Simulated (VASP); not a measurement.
**GaN in VASP 6.6.1, single-point calculation**

INCAR

```
LREAL = .FALSE.
ISMEAR = -1
ENCUT = 520
ADDGRID = .TRUE.
GGA = PE
NELM = 52
EDIFF = 1E-7
NBANDS = 16
NSW = 0
LCHARG = .FALSE.
IVDW = 10
SIGMA = 0.02
LASPH = .TRUE.
PREC = Single
ISIF = 2
IBRION = -1
LWAVE = .FALSE.
```

KPOINTS

```
KPOINTS created by Atomic Simulation Environment
0
Gamma
10 10 10
0 0 0
```

POSCAR

```
Ga N
 1.0000000000000000
     0.0000000000000000    2.2264630156999998    2.2264630156999998
     2.2264630156999998    0.0000000000000000    2.2264630156999998
     2.2264630156999998    2.2264630156999998    0.0000000000000000
 Ga  N
   1   1
Cartesian
  0.0000000000000000  0.0000000000000000  0.0000000000000000
  1.1132315078499997  1.1132315078499997  1.1132315078499997
```

The recommended PBE PAW datasets give the neutral cell 18 valence electrons.

Command

```
mpirun -np 1 vasp_std
```

OSZICAR

```
N       E                     dE             d eps       ncg     rms          rms(c)
DAV:   1     0.790133255455E+02    0.79013E+02   -0.93791E+03  1712   0.205E+03
DAV:   2    -0.839254698322E+01   -0.87406E+02   -0.81772E+02  1720   0.327E+02
DAV:   3    -0.140890848781E+02   -0.56965E+01   -0.56743E+01  1672   0.698E+01
DAV:   4    -0.141583138142E+02   -0.69229E-01   -0.69215E-01  1976   0.813E+00
DAV:   5    -0.141591573082E+02   -0.84349E-03   -0.84349E-03  1712   0.811E-01    0.785E+00
DAV:   6    -0.120937838421E+02    0.20654E+01   -0.48680E+00  2288   0.409E+01    0.268E+00
DAV:   7    -0.121051271889E+02   -0.11343E-01   -0.33695E-01  1648   0.648E+00    0.179E+00
DAV:   8    -0.121014811145E+02    0.36461E-02   -0.51436E-02  1736   0.334E+00    0.735E-01
DAV:   9    -0.120976188441E+02    0.38623E-02   -0.14303E-02  2256   0.286E+00    0.182E-01
DAV:  10    -0.120979235839E+02   -0.30474E-03   -0.15614E-03  1816   0.578E-01    0.829E-02
DAV:  11    -0.120978253784E+02    0.98205E-04   -0.29462E-04  2248   0.255E-01    0.122E-02
DAV:  12    -0.120978305756E+02   -0.51971E-05   -0.29657E-05  1704   0.532E-02    0.129E-02
DAV:  13    -0.120978303272E+02    0.24833E-06   -0.79999E-07  1880   0.153E-02    0.591E-03
DAV:  14    -0.120978302579E+02    0.69298E-07   -0.51052E-08  1352   0.303E-03
   1 F= -.12807262E+02 E0= -.12807262E+02  d E =-.169903E-11
```

From OUTCAR

```
k-points           NKPTS =     47   k-points in BZ     NKDIM =     47   number of bands    NBANDS=     16

   NELECT =      18.0000    total number of electrons

   dimension x,y,z NGX =    24 NGY =   24 NGZ =   24
   dimension x,y,z NGXF=    24 NGYF=   24 NGZF=   24

  energy-cutoff  :      520.00
  volume of cell :       22.07
      direct lattice vectors                 reciprocal lattice vectors
     0.000000000  2.226463016  2.226463016    -0.224571438  0.224571438  0.224571438
     2.226463016  0.000000000  2.226463016     0.224571438 -0.224571438  0.224571438
     2.226463016  2.226463016  0.000000000     0.224571438  0.224571438 -0.224571438

 k-points in reciprocal lattice and weights: KPOINTS created by Atomic Simulation Env
   0.00000000  0.00000000  0.00000000       0.001
   0.10000000  0.00000000  0.00000000       0.008
   0.20000000  0.00000000  0.00000000       0.008
   0.30000000  0.00000000  0.00000000       0.008
   0.40000000  0.00000000  0.00000000       0.008
   0.50000000  0.00000000  0.00000000       0.004
   0.10000000  0.10000000  0.00000000       0.006
   0.20000000  0.10000000  0.00000000       0.024
   ...

 E-fermi :   6.1074

 k-point     1 :       0.0000    0.0000    0.0000
  band No.  band energies     occupation
      1     -10.5670      2.00000
      2      -7.7936      2.00000
      3      -7.7936      2.00000
      4      -7.7936      2.00000
      5      -7.4352      2.00000
      6      -7.4352      2.00000
      7       5.6832      2.00000
      8       5.6833      2.00000
      9       5.6833      2.00000
     10       7.6419      0.00000
     11      16.2141      0.00000
     12      16.2141      0.00000
     13      16.2143      0.00000
     14      23.7760      0.00000
     15      24.8157      0.00000
     16      24.8157      0.00000

 k-point     2 :       0.1000    0.0000    0.0000
  band No.  band energies     occupation
      1     -10.4485      2.00000
      2      -7.7785      2.00000
      3      -7.7785      2.00000
      4      -7.7573      2.00000
      5      -7.4367      2.00000
      6      -7.4367      2.00000
      7       4.5974      2.00000
      8       5.5716      2.00000
      9       5.5717      2.00000
     10       8.4727      0.00000
     11      15.7163      0.00000
     12      16.3850      0.00000
     13      16.3852      0.00000
     14      23.4887      0.00000
     15      23.4887      0.00000
     16      23.5448      0.00000

 k-point     3 :       0.2000    0.0000    0.0000
  band No.  band energies     occupation
      1     -10.1456      2.00000
      2      -7.7434      2.00000
      3      -7.7434      2.00000
      4      -7.6014      2.00000
      5      -7.4355      2.00000
      6      -7.4355      2.00000
      7       2.7423      2.00000
      8       5.2970      2.00000
      9       5.2971      2.00000
     10       9.5607      0.00000
     11      14.9301      0.00000
     12      16.6551      0.00000
     13      16.6553      0.00000
     14      22.4017      0.00000
     15      22.7102      0.00000
     16      22.7102      0.00000

 ...

  Total       1.42467     1.42467     1.42467     0.00000     0.00000    -0.00000
  in kB     103.40653   103.40653   103.40653     0.00000     0.00000    -0.00000
  external pressure =      103.41 kB  Pullay stress =        0.00 kB

 POSITION                                       TOTAL-FORCE (eV/Angst)
 -----------------------------------------------------------------------------------
      0.00000      0.00000      0.00000        -0.000000     -0.000000     -0.000000
      1.11323      1.11323      1.11323         0.000000      0.000000      0.000000
 -----------------------------------------------------------------------------------
    total drift:                               -0.000078     -0.000078     -0.000077

  FREE ENERGIE OF THE ION-ELECTRON SYSTEM (eV)
  ---------------------------------------------------
  free  energy   TOTEN  =       -12.8072622599 eV

  energy  without entropy=      -12.8072622599  energy(sigma->0) =      -12.80726226
```

It converged. Results: gap between bands v and c on the k mesh 1.96 eV; least direct gap on the k mesh 1.96 eV; pressure 10.3 GPa. Band v is the last that the valence electrons fill when counted band by band, and c is the next.

For comparison, a separate PBE run of the intended cell, on usual settings and not on those above, gives a gap of 1.96 eV on its mesh and a pressure of 12.6 GPa.

The run above took about 10 s on one core of a shared host (Intel Xeon Platinum 8488C) and held 0.13 GiB at most.
